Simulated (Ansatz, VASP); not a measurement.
# Si19H30C19 (SiC wire along [111], 38 atoms a period, H-terminated) in two plane-wave programs

Wanted: the spread between two codes on one cell, functional and k mesh. The structure shown is the start of the Ansatz relaxation below; VASP solves that cell, so the two are compared at the walk's first step.

Main program and level: Ansatz 0.2.0; plane waves, with VASP 6.6.1 beside it; single point at PBE.

**1. Set-up**

The cell holds 68 atoms: 19 Si, 19 C and 30 H. Its edges and angles: a = 15.395 Å, b = 16.394 Å, c = 7.586 Å, α = 90.0°, β = 90.0°, γ = 90.0°. Vacuum lies along a and b. The structure's axis is c.

**2. Ansatz: relaxation, PBE**

Ansatz runs on its PAW soft_1 files.

The two programs are compared at the cell with which this relaxation starts, whose forces are those of its first step.

Contents of input.yaml:

```yaml
crystal:
  lattice:
    - [15.395, 0.0, 0.0]
    - [0.0, 16.394, 0.0]
    - [0.0, 0.0, 7.5863825372]
  atoms:
    - { symbol: Si, position: [0.399403301, 0.346467796, 0.0] }
    - { symbol: Si, position: [0.499992054, 0.510075901, 0.0] }
    - { symbol: Si, position: [0.600580807, 0.346467796, 0.0] }
    - { symbol: Si, position: [0.70116956, 0.510075901, 0.0] }
    - { symbol: C, position: [0.298814548, 0.510075901, 0.25] }
    - { symbol: C, position: [0.399403301, 0.346467796, 0.25] }
    - { symbol: C, position: [0.399403301, 0.673684005, 0.25] }
    - { symbol: C, position: [0.499992054, 0.510075901, 0.25] }
    - { symbol: C, position: [0.600580807, 0.346467796, 0.25] }
    - { symbol: C, position: [0.600580807, 0.673684005, 0.25] }
    - { symbol: C, position: [0.70116956, 0.510075901, 0.25] }
    - { symbol: H, position: [0.220850926, 0.661417377, 0.26874392] }
    - { symbol: H, position: [0.499992054, 0.207392949, 0.26874392] }
    - { symbol: H, position: [0.779133183, 0.661417377, 0.26874392] }
    - { symbol: H, position: [0.239413693, 0.477870639, 0.299210982] }
    - { symbol: H, position: [0.340002446, 0.314262534, 0.299210982] }
    - { symbol: H, position: [0.399403301, 0.738094529, 0.299210982] }
    - { symbol: H, position: [0.600580807, 0.738094529, 0.299210982] }
    - { symbol: H, position: [0.659981663, 0.314262534, 0.299210982] }
    - { symbol: H, position: [0.760570416, 0.477870639, 0.299210982] }
    - { symbol: Si, position: [0.298814548, 0.61914797, 0.333333333] }
    - { symbol: Si, position: [0.399403301, 0.455539866, 0.333333333] }
    - { symbol: Si, position: [0.499992054, 0.61914797, 0.333333333] }
    - { symbol: Si, position: [0.499992054, 0.291931761, 0.333333333] }
    - { symbol: Si, position: [0.600580807, 0.455539866, 0.333333333] }
    - { symbol: Si, position: [0.70116956, 0.61914797, 0.333333333] }
    - { symbol: C, position: [0.298814548, 0.61914797, 0.583333333] }
    - { symbol: C, position: [0.399403301, 0.455539866, 0.583333333] }
    - { symbol: C, position: [0.499992054, 0.61914797, 0.583333333] }
    - { symbol: C, position: [0.499992054, 0.291931761, 0.583333333] }
    - { symbol: C, position: [0.600580807, 0.455539866, 0.583333333] }
    - { symbol: C, position: [0.70116956, 0.61914797, 0.583333333] }
    - { symbol: H, position: [0.220850926, 0.443273237, 0.602077253] }
    - { symbol: H, position: [0.298814548, 0.316465018, 0.602077253] }
    - { symbol: H, position: [0.422028431, 0.770489446, 0.602077253] }
    - { symbol: H, position: [0.577955677, 0.770489446, 0.602077253] }
    - { symbol: H, position: [0.70116956, 0.316465018, 0.602077253] }
    - { symbol: H, position: [0.779133183, 0.443273237, 0.602077253] }
    - { symbol: H, position: [0.239413693, 0.586942709, 0.632544315] }
    - { symbol: H, position: [0.298814548, 0.683558494, 0.632544315] }
    - { symbol: H, position: [0.440591199, 0.259726499, 0.632544315] }
    - { symbol: H, position: [0.55939291, 0.259726499, 0.632544315] }
    - { symbol: H, position: [0.70116956, 0.683558494, 0.632544315] }
    - { symbol: H, position: [0.760570416, 0.586942709, 0.632544315] }
    - { symbol: Si, position: [0.298814548, 0.401003831, 0.666666667] }
    - { symbol: Si, position: [0.399403301, 0.564611936, 0.666666667] }
    - { symbol: Si, position: [0.499992054, 0.401003831, 0.666666667] }
    - { symbol: Si, position: [0.499992054, 0.72822004, 0.666666667] }
    - { symbol: Si, position: [0.600580807, 0.564611936, 0.666666667] }
    - { symbol: Si, position: [0.70116956, 0.401003831, 0.666666667] }
    - { symbol: C, position: [0.298814548, 0.401003831, 0.916666667] }
    - { symbol: C, position: [0.399403301, 0.564611936, 0.916666667] }
    - { symbol: C, position: [0.499992054, 0.401003831, 0.916666667] }
    - { symbol: C, position: [0.499992054, 0.72822004, 0.916666667] }
    - { symbol: C, position: [0.600580807, 0.564611936, 0.916666667] }
    - { symbol: C, position: [0.70116956, 0.401003831, 0.916666667] }
    - { symbol: H, position: [0.220850926, 0.552345307, 0.935410586] }
    - { symbol: H, position: [0.321439679, 0.715953412, 0.935410586] }
    - { symbol: H, position: [0.399403301, 0.261928984, 0.935410586] }
    - { symbol: H, position: [0.600580807, 0.261928984, 0.935410586] }
    - { symbol: H, position: [0.67854443, 0.715953412, 0.935410586] }
    - { symbol: H, position: [0.779133183, 0.552345307, 0.935410586] }
    - { symbol: H, position: [0.239413693, 0.368798569, 0.965877649] }
    - { symbol: H, position: [0.499992054, 0.792630564, 0.965877649] }
    - { symbol: H, position: [0.760570416, 0.368798569, 0.965877649] }
    - { symbol: Si, position: [0.298814548, 0.510075901, 0.0] }
    - { symbol: Si, position: [0.399403301, 0.673684005, 0.0] }
    - { symbol: Si, position: [0.600580807, 0.673684005, 0.0] }
kpoints:
  mp_grid: { grid: [1, 1, 11] }
scf:
  occupations: { method: fermi_dirac, width: 0.05 }
hamiltonian:
  xc: pbe
  pseudopotentials: { kind: paw, azcp: { folder: soft_1 } }
relax:
  cell: { fix: [a, b, alpha, beta, gamma] }
  max_steps: 45
  f_tol: 0.03
```

The run is started by

```sh
$ ansatz run input.yaml --threads 16 --pin off --max-ram 61440MiB --backend cuda --events-out ev --progress --plain --runs-dir out --max-vram 78GiB
```

Numbers of over 12 decimals in the logs are rounded to 6 here.

The program printed:

```text
Engine: ansatz 0.2.0, aarch64-unknown-linux-gnu
Pseudopotentials: kind: paw
Pseudopotential: Si, paw, valence charge 4, recommended cutoff 420 eV (normal), soft_1/Si.paw.azcp
Pseudopotential: C, paw, valence charge 4, recommended cutoff 420 eV (normal), soft_1/C.paw.azcp
Pseudopotential: H, paw, valence charge 1, recommended cutoff 420 eV (normal), soft_1/H.paw.azcp
Functional definition: PBE
  parameter kappa = 0.804
  parameter beta = 0.066725
  exchange = pbe_x(kappa = kappa, mu = beta*pi^2/3)
  correlation = pbe_c(beta = beta)
[...]
Crystal: 68 atoms, lattice volume = 1914.694 Å³
Basis set: ecut = 420 eV, 37469 PW (Γ), exchange–correlation on 216×240×108 points (8 copies of the dense FFT grid, shifted against one another)
Bands: 159, of which v1, the nominal top of the filled ones, is band 91 counted from 1 (90 counted from 0)
Symmetry: 2 space group operations
Space group: Pm (ITA 6), of the structure as read, at distance tolerance 1.2e-4 Å
k-points: 6 of 11 (time reversal used)
Non-local potential: Si, projectors of the file, l = 0: 2, l = 1: 2, l = 2: 1
Non-local potential: C, projectors of the file, l = 0: 2, l = 1: 2, l = 2: 1
Non-local potential: H, projectors of the file, l = 0: 2, l = 1: 1
PAW form: soft (Blöchl's): semilocal exchange-correlation on the pseudo side does not see the compensation charge
PAW one-centre angular grid: Si, 110 points (default); XC on 64 Gauss nodes
PAW one-centre angular grid: C, 110 points (default); XC on 64 Gauss nodes
PAW one-centre angular grid: H, 110 points (default); XC on 64 Gauss nodes
Initial density: superposition of atomic densities (neutral atoms: chi_scale 0, normalization atom)
Initial wavefunctions: pseudopotential atomic-orbital guess
[...]
Functional: x = pbe(κ = 0.804, μ = 0.219515), c = pbe(β = 0.066725)
SCF iter   1: F=—  HF=-17378.070821 eV  |F-HF|=—  |Δ(HF+E_count)|=         —  Δρ=7.69e-2  dr2=1.42e2  ethr=3.10e-3  ⟨swp⟩=8.5  Hψ=5963  notcnv=0  defer=139
preconditioner: auto → Resta (q_TF=auto, 1.843 Å⁻¹)  ε∞=1.7  [insulator: Δε(μ)=5.063 eV  Ē_g=13.322 eV  σ=0.050 eV  W_gap=1.00  n_scr=196 (ndim 8)  ℏωp=11.4 eV  f_vac=0.564  D(μ)=0.00/eV (n_scr^D=0)  ε∞_Penn≈1.7  vacuum switching on, ρ_ref=1.3e-2 e/Å³]
SCF iter   2: F=—  HF=-17336.032449 eV  |F-HF|=—  |Δ(HF+E_count)|=    4.20e1  Δρ=2.84e-2  dr2=1.03e1  ethr=3.10e-3  ⟨swp⟩=4.3  Hψ=2327  notcnv=0  defer=365
[...]
SCF iter  10: F=-17333.274064 eV  HF=-17333.274064 eV  |F-HF|=1.26e-8  |Δ(HF+E_count)|=   3.46e-7  Δρ=1.63e-6  dr2=5.51e-8  ethr=5.49e-11  ⟨swp⟩=3.8  Hψ=3171  notcnv=0
SCF 1 converged in 10 iterations: F = -17333.274064 eV  dr2 = 5.51e-8
  greatest PAW one-centre occupation: 0.646 electrons in one spin orbital (limit 2), on the C atom at site 29 (counted from 0), in its partial waves of l = 0
relax step   1: F+E_penalty+E_count = -17333.27406372 eV  Δ(F+E_penalty+E_count) = +0.000e0 eV  max|allowed force component| = 6.876e-1 eV/Å  Δτ_max = 0.0000 Å  P = +0.068 GPa  Ω = 1914.694 Å³  fix = [a, b, alpha, beta, gamma]  reactions: a -0.107, b -0.102 GPa; alpha -0.002 GPa/rad  (10 SCF iters, dr2 threshold 1.00e-7 eV, accepted)
[...]
relax step   2: F+E_penalty+E_count = -17333.64637810 eV  Δ(F+E_penalty+E_count) = -3.723e-1 eV  max|allowed force component| = 4.363e-1 eV/Å  Δτ_max = 0.0649 Å  P = -0.044 GPa  Ω = 1940.390 Å³  energy of the carried Pulay correction = -8.761e-3 eV  fix = [a, b, alpha, beta, gamma]  reactions: a +0.116, b +0.124 GPa; alpha -0.004 GPa/rad  (6 SCF iters, dr2 threshold 6.80e-6 eV, accepted)
[...]
relax step   3: F+E_penalty+E_count = -17333.69856452 eV  Δ(F+E_penalty+E_count) = -5.219e-2 eV  max|allowed force component| = 7.745e-2 eV/Å  Δτ_max = 0.0214 Å  P = -0.042 GPa  Ω = 1936.231 Å³  energy of the carried Pulay correction = -7.351e-3 eV  fix = [a, b, alpha, beta, gamma]  reactions: a -0.028, b -0.030 GPa; alpha -0.001 GPa/rad  (5 SCF iters, dr2 threshold 6.80e-6 eV, accepted)
[...]
relax step   4: F+E_penalty+E_count = -17333.70130792 eV  Δ(F+E_penalty+E_count) = -2.743e-3 eV  max|allowed force component| = 1.835e-2 eV/Å  Δτ_max = 0.0050 Å  P = -0.005 GPa  Ω = 1935.696 Å³  energy of the carried Pulay correction = -7.169e-3 eV  fix = [a, b, alpha, beta, gamma]  reactions: a -0.006, b -0.009 GPa; alpha -0.000 GPa/rad  (5 SCF iters, dr2 threshold 3.75e-7 eV, accepted)
[...]
relax step   5: F+E_penalty+E_count = -17333.70954390 eV  Δ(F+E_penalty+E_count) = -8.236e-3 eV  max|allowed force component| = 1.855e-2 eV/Å  Δτ_max = 0.0000 Å  P = +0.001 GPa  Ω = 1935.696 Å³  fix = [a, b, alpha, beta, gamma]  reactions: a -0.004, b -0.007 GPa; alpha -0.000 GPa/rad  stress off target by 1.33e-2 GPa on what of the cell is left free  SCF on the basis re-selected at this cell (its energy is not comparable with the rows above)  (6 SCF iters)
[...]
- { symbol: C, position: [0.699263, 0.511437, 0.248297] }
    - { symbol: H, position: [0.218737, 0.662544, 0.268801] }
    - { symbol: H, position: [0.500000, 0.205102, 0.268879] }
    - { symbol: H, position: [0.781263, 0.662544, 0.268801] }
    - { symbol: H, position: [0.241656, 0.479766, 0.294002] }
    - { symbol: H, position: [0.342868, 0.315140, 0.294017] }
    - { symbol: H, position: [0.398787, 0.735333, 0.293975] }
    - { symbol: H, position: [0.601213, 0.735333, 0.293975] }
    - { symbol: H, position: [0.657132, 0.315140, 0.294017] }
    - { symbol: H, position: [0.758344, 0.479766, 0.294002] }
    - { symbol: Si, position: [0.298428, 0.619375, 0.334075] }
    - { symbol: Si, position: [0.399236, 0.455460, 0.335191] }
    - { symbol: Si, position: [0.500000, 0.619357, 0.335194] }
    - { symbol: Si, position: [0.500000, 0.291534, 0.334101] }
    - { symbol: Si, position: [0.600764, 0.455460, 0.335191] }
    - { symbol: Si, position: [0.701572, 0.619375, 0.334075] }
    - { symbol: C, position: [0.299685, 0.618673, 0.579322] }
    - { symbol: C, position: [0.399047, 0.455340, 0.584055] }
    - { symbol: C, position: [0.500000, 0.619537, 0.584055] }
    - { symbol: C, position: [0.500000, 0.292871, 0.579341] }
    - { symbol: C, position: [0.600953, 0.455340, 0.584055] }
    - { symbol: C, position: [0.700315, 0.618673, 0.579322] }
    - { symbol: H, position: [0.217986, 0.441257, 0.605674] }
    - { symbol: H, position: [0.295570, 0.315117, 0.605699] }
    - { symbol: H, position: [0.422418, 0.773783, 0.605638] }
    - { symbol: H, position: [0.577582, 0.773783, 0.605638] }
    - { symbol: H, position: [0.704430, 0.315117, 0.605699] }
    - { symbol: H, position: [0.782014, 0.441257, 0.605674] }
    - { symbol: H, position: [0.240375, 0.588676, 0.627294] }
    - { symbol: H, position: [0.297706, 0.681906, 0.627292] }
    - { symbol: H, position: [0.442669, 0.259660, 0.627333] }
    - { symbol: H, position: [0.557331, 0.259660, 0.627333] }
    - { symbol: H, position: [0.702294, 0.681906, 0.627292] }
    - { symbol: H, position: [0.759625, 0.588676, 0.627294] }
    - { symbol: Si, position: [0.299463, 0.401347, 0.670938] }
    - { symbol: Si, position: [0.398809, 0.564955, 0.668130] }
    - { symbol: Si, position: [0.500000, 0.400367, 0.668134] }
    - { symbol: Si, position: [0.500000, 0.727558, 0.670921] }
    - { symbol: Si, position: [0.601191, 0.564955, 0.668130] }
    - { symbol: Si, position: [0.700537, 0.401347, 0.670938] }
    - { symbol: C, position: [0.300628, 0.401977, 0.915965] }
    - { symbol: C, position: [0.399111, 0.564774, 0.916692] }
    - { symbol: C, position: [0.500000, 0.400671, 0.916694] }
    - { symbol: C, position: [0.500000, 0.726268, 0.915950] }
    - { symbol: C, position: [0.600889, 0.564774, 0.916692] }
    - { symbol: C, position: [0.699372, 0.401977, 0.915965] }
    - { symbol: H, position: [0.218843, 0.552238, 0.940168] }
    - { symbol: H, position: [0.320504, 0.717601, 0.940165] }
    - { symbol: H, position: [0.398334, 0.260334, 0.940214] }
    - { symbol: H, position: [0.601666, 0.260334, 0.940214] }
    - { symbol: H, position: [0.679496, 0.717601, 0.940165] }
    - { symbol: H, position: [0.781157, 0.552238, 0.940168] }
    - { symbol: H, position: [0.241903, 0.370138, 0.962787] }
    - { symbol: H, position: [0.500000, 0.789951, 0.962740] }
    - { symbol: H, position: [0.758097, 0.370138, 0.962787] }
    - { symbol: Si, position: [0.299591, 0.509900, 0.00268438] }
    - { symbol: Si, position: [0.399971, 0.673176, 0.0026773] }
    - { symbol: Si, position: [0.600029, 0.673176, 0.0026773] }
```

(Part 1 of 2 ends here.)

[Lines on the potential files, build, host, timing and source positions are cut from VASP's logs without a mark.]

[Logs are printed without paths, hosts, clocks, repeated set-up lines and the standing remarks that a program may print on its own settings, such as how far it seeks lower states.]

[Hosts, paths, dates, database ids (printed as entryN), source tags and the programs' standing remarks are cut or masked in the printed files.]
